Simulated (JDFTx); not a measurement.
# W (Im-3m) in JDFTx: equation of state

Aim: energy against volume of W in PBEsol, for its equilibrium volume and stiffness.

Program: JDFTx 1.7.0 (patched build). These are calculated values, not measurements. Logs are shortened: lines on timing, memory, paths and dates and some standing lists are left out, and cuts for length are marked. The log counts tension as positive stress, the text compression.

## 1. The structure

It takes space group Im-3m (No. 229, cubic). Conventional cell: a = 3.165 Å, b = 3.165 Å, c = 3.165 Å, α = 90.00°, β = 90.00°, γ = 90.00°. W (site symmetry m-3m) has 8 W at 2.74 Å as nearest neighbours.

## 2. Equation of state, PBEsol, 14.90 Å³/atom (volume scaled by 0.94)

W.in reads:

```
lattice \
   -2.9291570938     2.9291570938     2.9291570938 \
    2.9291570938    -2.9291570938     2.9291570938 \
    2.9291570938     2.9291570938    -2.9291570938
coords-type Lattice
ion W      0.0000000000     0.0000000000     0.0000000000 1

ion-species pseudo/W.upf
elec-cutoff 37
elec-ex-corr gga-PBEsol
kpoint-folding 12 12 12
elec-smearing Fermi 0.0018374661
elec-n-bands 13
electronic-SCF nIterations 100 energyDiffThreshold 1e-09
electronic-minimize nIterations 30 energyDiffThreshold 1e-7
forces-output-coords Cartesian

dump-name run.$VAR
dump End Ecomponents EigStats BandEigs Kpoints Forces Stress ElecDensity Dtot KEdensity
```

Potentials or basis: PseudoDojo-SR-PBEsol-0.4.1-standard with smoothed tails.

Command:

```bash
> jdftx -c 1 -i W.in -o W.out
```

Standard output:

```text
*************** JDFTx 1.7.0 (patched build) ***************

[... 9 lines left out ...]
---------- Initializing the Grid ----------
R =
[     -2.92916      2.92916      2.92916  ]
[      2.92916     -2.92916      2.92916  ]
[      2.92916      2.92916     -2.92916  ]
unit cell volume = 100.528
G =
[ 1.21795e-17    1.07252    1.07252  ]
[    1.07252 1.21795e-17    1.07252  ]
[    1.07252    1.07252 1.21795e-17  ]
Minimum fftbox size, Smin = [  28  28  28  ]
Chosen fftbox size, S = [  28  28  28  ]

---------- Exchange Correlation functional ----------
Initalized PBEsol GGA exchange.
Initalized PBEsol GGA correlation.

---------- Setting up pseudopotentials ----------
Width of ionic core gaussian charges (only for fluid interactions / plotting) set to 0

Reading pseudopotential file 'pseudo/W.upf':
  'W' pseudopotential, 'PBESOL' functional
  Generated using ONCVPSP code by D. R. Hamann
  14 valence electrons, 4 orbitals, 8 projectors, 1001 radial grid points, with lMax = 3
    5S    l: 0   occupation:  2.0   eigenvalue: -2.907164
    5P    l: 1   occupation:  6.0   eigenvalue: -1.588366
    5D    l: 2   occupation:  4.0   eigenvalue: -0.165815
    6S    l: 0   occupation:  2.0   eigenvalue: -0.211168
  Core radius for overlap checks: 2.00 bohrs.

Initialized 1 species with 1 total atoms.

Folded 1 k-points by 12x12x12 to 1728 k-points.

---------- Setting up k-points, bands, fillings ----------
Reduced to 72 k-points under symmetry.
Computing the number of bands and number of electrons
Calculating initial fillings.
nElectrons:  14.000000   nBands: 13   nStates: 72

----- Setting up reduced wavefunction bases (one per k-point) -----
average nbasis = 1080.417 , ideal nbasis = 1080.649

---------- Setting up ewald sum ----------
Optimum gaussian width for ewald sums = 1.828902 bohr.
Real space sum over 2197 unit cells with max indices [  6  6  6  ]
Reciprocal space sum over 2197 terms with max indices [  6  6  6  ]

---------- Allocating electronic variables ----------
Initializing wave functions:  linear combination of atomic orbitals
Note: number of bands (13) exceeds available atomic orbitals (10)
W pseudo-atom occupations:   s ( 2 2 )  p ( 6 )  d ( 4 )
	FillingsUpdate:  mu: +0.891669890  nElectrons: 14.000000
LCAOMinimize: Iter:   0  F: -69.0639977139528014  |grad|_K:  4.481e-04  alpha:  1.000e+00
	FillingsUpdate:  mu: +0.895226576  nElectrons: 14.000000
LCAOMinimize: Iter:   1  F: -69.0648640078888434  |grad|_K:  1.026e-05  alpha:  7.231e-01  linmin: -3.851e-02  cgtest:  1.847e-01
LCAOMinimize: Encountered beta<0, resetting CG.
	FillingsUpdate:  mu: +0.895247533  nElectrons: 14.000000
LCAOMinimize: Iter:   2  F: -69.0648646237254979  |grad|_K:  6.594e-07  alpha:  9.618e-01  linmin:  2.222e-02  cgtest: -5.636e-02
	FillingsUpdate:  mu: +0.895242551  nElectrons: 14.000000
LCAOMinimize: Iter:   3  F: -69.0648646256834269  |grad|_K:  4.298e-08  alpha:  7.450e-01  linmin:  1.384e-04  cgtest:  1.048e-01
LCAOMinimize: Encountered beta<0, resetting CG.
LCAOMinimize: Converged (|Delta F|<1.000000e-06 for 2 iters).

-------- Electronic minimization -----------
Will mix electronic density at each iteration.
	FillingsUpdate:  mu: +0.895242551  nElectrons: 14.000000
	FillingsUpdate:  mu: +0.884772989  nElectrons: 14.000000
SCF: Cycle:  0   F: -69.087392081469005   dF: -2.253e-02   |Residual|: 2.646e-02   |deigs|: 2.483e-01
	FillingsUpdate:  mu: +0.882412202  nElectrons: 14.000000
SCF: Cycle:  1   F: -69.088064031941187   dF: -6.720e-04   |Residual|: 1.057e-02   |deigs|: 7.672e-03
	FillingsUpdate:  mu: +0.881152156  nElectrons: 14.000000
SCF: Cycle:  2   F: -69.088143809606663   dF: -7.978e-05   |Residual|: 1.978e-03   |deigs|: 3.088e-03
	FillingsUpdate:  mu: +0.881296155  nElectrons: 14.000000
SCF: Cycle:  3   F: -69.088145590316046   dF: -1.781e-06   |Residual|: 4.387e-04   |deigs|: 5.744e-04
	FillingsUpdate:  mu: +0.881244186  nElectrons: 14.000000
SCF: Cycle:  4   F: -69.088146181596727   dF: -5.913e-07   |Residual|: 8.773e-05   |deigs|: 3.699e-04
	FillingsUpdate:  mu: +0.881233727  nElectrons: 14.000000
SCF: Cycle:  5   F: -69.088146296135264   dF: -1.145e-07   |Residual|: 4.074e-05   |deigs|: 3.136e-04
	FillingsUpdate:  mu: +0.881238344  nElectrons: 14.000000
SCF: Cycle:  6   F: -69.088146337814777   dF: -4.168e-08   |Residual|: 1.608e-05   |deigs|: 1.155e-03
	FillingsUpdate:  mu: +0.881238217  nElectrons: 14.000000
SCF: Cycle:  7   F: -69.088146344646802   dF: -6.832e-09   |Residual|: 1.873e-05   |deigs|: 6.231e-04
	FillingsUpdate:  mu: +0.881237830  nElectrons: 14.000000
SCF: Cycle:  8   F: -69.088146347218796   dF: -2.572e-09   |Residual|: 1.249e-05   |deigs|: 3.039e-04
	FillingsUpdate:  mu: +0.881237850  nElectrons: 14.000000
SCF: Cycle:  9   F: -69.088146347701979   dF: -4.832e-10   |Residual|: 1.200e-05   |deigs|: 2.285e-04
	FillingsUpdate:  mu: +0.881238175  nElectrons: 14.000000
SCF: Cycle: 10   F: -69.088146347913749   dF: -2.118e-10   |Residual|: 9.067e-06   |deigs|: 5.044e-04
SCF: Converged (|Delta E|<1.000000e-09 for 2 iters).

Setting wave functions to eigenvectors of Hamiltonian

# Stress tensor in Cartesian coordinates [Eh/a0^3]:
[ -0.000629718            0            0  ]
[            0 -0.000629718            0  ]
[            0            0 -0.000629718  ]

# Ionic positions in lattice coordinates:
ion W   0.000000000000000   0.000000000000000   0.000000000000000 1

# Forces in Cartesian coordinates:
force W   0.000000000000000   0.000000000000000   0.000000000000000 1

# Energy components:
   Eewald =      -60.8784142726143713
       EH =        7.5904189339397901
     Eloc =      -39.1349975251401290
      Enl =       12.6702224738623030
      Exc =      -16.5220399985098503
 Exc_core =        6.7416912842251984
       KE =       20.4451631029693246
-------------------------------------
     Etot =      -69.0879560012677416
       TS =        0.0001903466460037
-------------------------------------
        F =      -69.0881463479137494

IonicMinimize: Iter:   0  F: -69.088146347913749  |grad|_K:  0.000e+00
IonicMinimize: Converged (|grad|_K<1.000000e-04).

#--- Lowdin population analysis ---
# oxidation-state W +0.123

Dumping 'run.eigStats' ...
	eMin: -1.840346 at state 0 ( [ +0.000000 +0.000000 +0.000000 ] spin 0 )
	HOMO: +0.880487 at state 5 ( [ +0.000000 +0.000000 +0.416667 ] spin 0 )
	mu  : +0.881238
	LUMO: +0.883029 at state 11 ( [ +0.000000 +0.083333 +0.416667 ] spin 0 )
	eMax: +1.697600 at state 4 ( [ +0.000000 +0.000000 +0.333333 ] spin 0 )
	HOMO-LUMO gap: +0.002542
	Optical gap  : +0.022417 at state 59 ( [ +0.250000 +0.333333 -0.333333 ] spin 0 )
Done!
```

Run time: 20 s. Hardware: 1 thread of AMD EPYC 9R45 (Zen 5), shared host; peak memory 0.09 GiB.

Results:

```yaml
Free_energy: -1879.9842 eV
Pressure: 18.5 GPa
Band_gap_on_the_k_mesh: none (metal or under the smearing width)
```

## 3. Equation of state, PBEsol, 15.21 Å³/atom (volume scaled by 0.96)

W.in reads:

```
lattice \
   -2.9497856403     2.9497856403     2.9497856403 \
    2.9497856403    -2.9497856403     2.9497856403 \
    2.9497856403     2.9497856403    -2.9497856403
coords-type Lattice
ion W      0.0000000000     0.0000000000     0.0000000000 1

ion-species pseudo/W.upf
elec-cutoff 37
elec-ex-corr gga-PBEsol
kpoint-folding 12 12 12
elec-smearing Fermi 0.0018374661
elec-n-bands 13
electronic-SCF nIterations 100 energyDiffThreshold 1e-09
electronic-minimize nIterations 30 energyDiffThreshold 1e-7
forces-output-coords Cartesian

dump-name run.$VAR
dump End Ecomponents EigStats BandEigs Kpoints Forces Stress
```

Potentials or basis: PseudoDojo-SR-PBEsol-0.4.1-standard with smoothed tails.

Command:

```bash
> jdftx -c 1 -i W.in -o W.out
```

Run time: 20 s. Hardware: 1 thread of AMD EPYC 9R45 (Zen 5), shared host; peak memory 0.09 GiB.

Results (log left out):

```
Free energy            : -1880.0132 eV
Pressure               : 10.7 GPa
Band gap on the k mesh : none (metal or under the smearing width)
```

## 4. Equation of state, PBEsol, 15.53 Å³/atom (volume scaled by 0.98)

Edit W.in of step 3 so:

```diff
@@ -1,5 +1,5 @@
 lattice \
-   -2.9497856403     2.9497856403     2.9497856403 \
-    2.9497856403    -2.9497856403     2.9497856403 \
-    2.9497856403     2.9497856403    -2.9497856403
+   -2.9701296324     2.9701296324     2.9701296324 \
+    2.9701296324    -2.9701296324     2.9701296324 \
+    2.9701296324     2.9701296324    -2.9701296324
 coords-type Lattice
```

Command:

```bash
> jdftx -c 1 -i W.in -o W.out
```

Run time: 18 s. Hardware: 1 thread of AMD EPYC 9R45 (Zen 5), shared host; peak memory 0.1 GiB.

The run converged. Its results:

```
Free energy            : -1880.0275 eV
Pressure               : 3.6 GPa
Band gap on the k mesh : none (metal or under the smearing width)
```

## 5. Equation of state, PBEsol, 15.85 Å³/atom

Edit W.in of step 4 so:

```diff
@@ -1,5 +1,5 @@
 lattice \
-   -2.9701296324     2.9701296324     2.9701296324 \
-    2.9701296324    -2.9701296324     2.9701296324 \
-    2.9701296324     2.9701296324    -2.9701296324
+   -2.9901986847     2.9901986847     2.9901986847 \
+    2.9901986847    -2.9901986847     2.9901986847 \
+    2.9901986847     2.9901986847    -2.9901986847
 coords-type Lattice
```

Command:

```bash
> jdftx -c 1 -i W.in -o W.out
```

It took 19 s on 1 thread of AMD EPYC 9R45 (Zen 5), shared host; peak memory 0.1 GiB.

It converged, with:

```
Free energy            : -1880.0283 eV
Pressure               : -2.8 GPa
Band gap on the k mesh : none (metal or under the smearing width)
```

## 6. Equation of state, PBEsol, 16.16 Å³/atom (volume scaled by 1.02)

Edit W.in of step 5 so:

```diff
@@ -1,5 +1,5 @@
 lattice \
-   -2.9901986847     2.9901986847     2.9901986847 \
-    2.9901986847    -2.9901986847     2.9901986847 \
-    2.9901986847     2.9901986847    -2.9901986847
+   -3.0100019022     3.0100019022     3.0100019022 \
+    3.0100019022    -3.0100019022     3.0100019022 \
+    3.0100019022     3.0100019022    -3.0100019022
 coords-type Lattice
```

Potentials or basis: PseudoDojo-SR-PBEsol-0.4.1-standard with smoothed tails.

Command:

```bash
> jdftx -c 1 -i W.in -o W.out
```

It took 19 s on 1 thread of AMD EPYC 9R45 (Zen 5), shared host; peak memory 0.1 GiB.

It converged, with:

```
Free energy            : -1880.0170 eV
Pressure               : -8.6 GPa
Band gap on the k mesh : none (metal or under the smearing width)
```

## 7. Equation of state, PBEsol, 16.48 Å³/atom (volume scaled by 1.04)

Edit W.in of step 6 so:

```diff
@@ -1,5 +1,5 @@
 lattice \
-   -3.0100019022     3.0100019022     3.0100019022 \
-    3.0100019022    -3.0100019022     3.0100019022 \
-    3.0100019022     3.0100019022    -3.0100019022
+   -3.0295479166     3.0295479166     3.0295479166 \
+    3.0295479166    -3.0295479166     3.0295479166 \
+    3.0295479166     3.0295479166    -3.0295479166
 coords-type Lattice
```

Command:

```bash
> jdftx -c 1 -i W.in -o W.out
```

Run time: 19 s. Hardware: 1 thread of AMD EPYC 9R45 (Zen 5), shared host; peak memory 0.1 GiB.

The run converged. Its results:

- Free energy: -1879.9947 eV
- Pressure: -14.0 GPa
- Band gap on the k mesh: none (metal or under the smearing width)

## 8. Equation of state, PBEsol, 16.80 Å³/atom (volume scaled by 1.06)

Edit W.in of step 7 so:

```diff
@@ -1,5 +1,5 @@
 lattice \
-   -3.0295479166     3.0295479166     3.0295479166 \
-    3.0295479166    -3.0295479166     3.0295479166 \
-    3.0295479166     3.0295479166    -3.0295479166
+   -3.0488449205     3.0488449205     3.0488449205 \
+    3.0488449205    -3.0488449205     3.0488449205 \
+    3.0488449205     3.0488449205    -3.0488449205
 coords-type Lattice
```

Potentials or basis: PseudoDojo-SR-PBEsol-0.4.1-standard with smoothed tails.

Command:

```bash
> jdftx -c 1 -i W.in -o W.out
```

Standard output:

```text
*************** JDFTx 1.7.0 (patched build) ***************

[... 9 lines left out ...]
---------- Initializing the Grid ----------
R =
[     -3.04884      3.04884      3.04884  ]
[      3.04884     -3.04884      3.04884  ]
[      3.04884      3.04884     -3.04884  ]
unit cell volume = 113.362
G =
[ -3.84076e-17    1.03042    1.03042  ]
[    1.03042 -3.84076e-17    1.03042  ]
[    1.03042    1.03042 -3.84076e-17  ]
Minimum fftbox size, Smin = [  32  32  32  ]
Chosen fftbox size, S = [  32  32  32  ]

---------- Exchange Correlation functional ----------
Initalized PBEsol GGA exchange.
Initalized PBEsol GGA correlation.

---------- Setting up pseudopotentials ----------
Width of ionic core gaussian charges (only for fluid interactions / plotting) set to 0

Reading pseudopotential file 'pseudo/W.upf':
  'W' pseudopotential, 'PBESOL' functional
  Generated using ONCVPSP code by D. R. Hamann
  14 valence electrons, 4 orbitals, 8 projectors, 1001 radial grid points, with lMax = 3
    5S    l: 0   occupation:  2.0   eigenvalue: -2.907164
    5P    l: 1   occupation:  6.0   eigenvalue: -1.588366
    5D    l: 2   occupation:  4.0   eigenvalue: -0.165815
    6S    l: 0   occupation:  2.0   eigenvalue: -0.211168
  Core radius for overlap checks: 2.00 bohrs.

Initialized 1 species with 1 total atoms.

Folded 1 k-points by 12x12x12 to 1728 k-points.

---------- Setting up k-points, bands, fillings ----------
Reduced to 72 k-points under symmetry.
Computing the number of bands and number of electrons
Calculating initial fillings.
nElectrons:  14.000000   nBands: 13   nStates: 72

----- Setting up reduced wavefunction bases (one per k-point) -----
average nbasis = 1218.943 , ideal nbasis = 1218.604

---------- Setting up ewald sum ----------
Optimum gaussian width for ewald sums = 1.903633 bohr.
Real space sum over 2197 unit cells with max indices [  6  6  6  ]
Reciprocal space sum over 2197 terms with max indices [  6  6  6  ]

---------- Allocating electronic variables ----------
Initializing wave functions:  linear combination of atomic orbitals
Note: number of bands (13) exceeds available atomic orbitals (10)
W pseudo-atom occupations:   s ( 2 2 )  p ( 6 )  d ( 4 )
	FillingsUpdate:  mu: +0.775838829  nElectrons: 14.000000
LCAOMinimize: Iter:   0  F: -69.0613008239521236  |grad|_K:  5.252e-04  alpha:  1.000e+00
	FillingsUpdate:  mu: +0.780643071  nElectrons: 14.000000
LCAOMinimize: Iter:   1  F: -69.0625219764232838  |grad|_K:  9.028e-06  alpha:  7.231e-01  linmin: -1.894e-02  cgtest:  9.792e-02
LCAOMinimize: Encountered beta<0, resetting CG.
	FillingsUpdate:  mu: +0.780644124  nElectrons: 14.000000
LCAOMinimize: Iter:   2  F: -69.0625224601742644  |grad|_K:  1.558e-07  alpha:  9.766e-01  linmin:  1.029e-01  cgtest: -1.690e-01
	FillingsUpdate:  mu: +0.780642786  nElectrons: 14.000000
LCAOMinimize: Iter:   3  F: -69.0625224602835459  |grad|_K:  3.207e-08  alpha:  7.692e-01  linmin:  3.398e-03  cgtest:  1.295e-01
LCAOMinimize: Converged (|Delta F|<1.000000e-06 for 2 iters).

-------- Electronic minimization -----------
Will mix electronic density at each iteration.
	FillingsUpdate:  mu: +0.780642786  nElectrons: 14.000000
	FillingsUpdate:  mu: +0.770617290  nElectrons: 14.000000
SCF: Cycle:  0   F: -69.086593268758875   dF: -2.407e-02   |Residual|: 2.892e-02   |deigs|: 1.205e-01
	FillingsUpdate:  mu: +0.766936543  nElectrons: 14.000000
SCF: Cycle:  1   F: -69.087256064690607   dF: -6.628e-04   |Residual|: 1.295e-02   |deigs|: 7.758e-03
	FillingsUpdate:  mu: +0.764777372  nElectrons: 14.000000
SCF: Cycle:  2   F: -69.087343214782180   dF: -8.715e-05   |Residual|: 2.551e-03   |deigs|: 3.791e-03
	FillingsUpdate:  mu: +0.765107229  nElectrons: 14.000000
SCF: Cycle:  3   F: -69.087345352522121   dF: -2.138e-06   |Residual|: 7.320e-04   |deigs|: 8.029e-04
	FillingsUpdate:  mu: +0.764964312  nElectrons: 14.000000
SCF: Cycle:  4   F: -69.087346130876000   dF: -7.784e-07   |Residual|: 1.255e-04   |deigs|: 3.233e-04
	FillingsUpdate:  mu: +0.764959801  nElectrons: 14.000000
SCF: Cycle:  5   F: -69.087346226632420   dF: -9.576e-08   |Residual|: 9.262e-05   |deigs|: 1.403e-04
	FillingsUpdate:  mu: +0.764969777  nElectrons: 14.000000
SCF: Cycle:  6   F: -69.087346266020688   dF: -3.939e-08   |Residual|: 1.719e-05   |deigs|: 1.348e-04
	FillingsUpdate:  mu: +0.764965142  nElectrons: 14.000000
SCF: Cycle:  7   F: -69.087346271853534   dF: -5.833e-09   |Residual|: 4.255e-05   |deigs|: 1.002e-04
	FillingsUpdate:  mu: +0.764967633  nElectrons: 14.000000
SCF: Cycle:  8   F: -69.087346274467279   dF: -2.614e-09   |Residual|: 1.085e-05   |deigs|: 3.613e-04
	FillingsUpdate:  mu: +0.764967789  nElectrons: 14.000000
SCF: Cycle:  9   F: -69.087346274887821   dF: -4.205e-10   |Residual|: 9.156e-06   |deigs|: 3.454e-04
	FillingsUpdate:  mu: +0.764968066  nElectrons: 14.000000
SCF: Cycle: 10   F: -69.087346275062430   dF: -1.746e-10   |Residual|: 6.739e-06   |deigs|: 2.132e-04
SCF: Converged (|Delta E|<1.000000e-09 for 2 iters).

Setting wave functions to eigenvectors of Hamiltonian

# Stress tensor in Cartesian coordinates [Eh/a0^3]:
[  0.000637388            0            0  ]
[            0  0.000637388            0  ]
[            0            0  0.000637388  ]

# Ionic positions in lattice coordinates:
ion W   0.000000000000000   0.000000000000000   0.000000000000000 1

# Forces in Cartesian coordinates:
force W   0.000000000000000  -0.000000000000000   0.000000000000000 1

# Energy components:
   Eewald =      -58.4885239084835789
       EH =        8.4115565621178305
     Eloc =      -42.1407988520038614
      Enl =       12.6342461771369141
      Exc =      -16.4286518374395563
 Exc_core =        6.7416910882965855
       KE =       20.1832761691043352
-------------------------------------
     Etot =      -69.0872046012713383
       TS =        0.0001416737910920
-------------------------------------
        F =      -69.0873462750624299

IonicMinimize: Iter:   0  F: -69.087346275062430  |grad|_K:  0.000e+00
IonicMinimize: Converged (|grad|_K<1.000000e-04).

#--- Lowdin population analysis ---
# oxidation-state W +0.159

Dumping 'run.eigStats' ...
	eMin: -1.959555 at state 0 ( [ +0.000000 +0.000000 +0.000000 ] spin 0 )
	HOMO: +0.761452 at state 7 ( [ +0.000000 +0.083333 +0.083333 ] spin 0 )
	mu  : +0.764968
	LUMO: +0.765260 at state 50 ( [ +0.166667 +0.333333 -0.250000 ] spin 0 )
	eMax: +1.511629 at state 64 ( [ +0.250000 -0.416667 -0.416667 ] spin 0 )
	HOMO-LUMO gap: +0.003808
	Optical gap  : +0.019120 at state 59 ( [ +0.250000 +0.333333 -0.333333 ] spin 0 )
Done!
```

Wall time 20 s (1 thread of AMD EPYC 9R45 (Zen 5), shared host); peak memory 0.1 GiB.

What came out:

- Free energy: -1879.9625 eV
- Pressure: -18.8 GPa
- Band gap on the k mesh: none (metal or under the smearing width)

## 9. Equation of state, PBEsol

Potentials or basis: PseudoDojo-SR-PBEsol-0.4.1-standard with smoothed tails.

This step only gathers the single runs of the series.

Results:

```
Equilibrium volume                      : 15.71 Å³/atom
Bulk modulus                            : 317 GPa
Pressure derivative of the bulk modulus : 3.8
```

Energy against volume, from the lowest point:
```csv
volume (Å³/atom),energy (meV/atom)
14.897,44.09
15.214,15.11
15.531,0.86
15.848,0.00
16.165,11.28
16.482,33.58
16.798,65.86
```
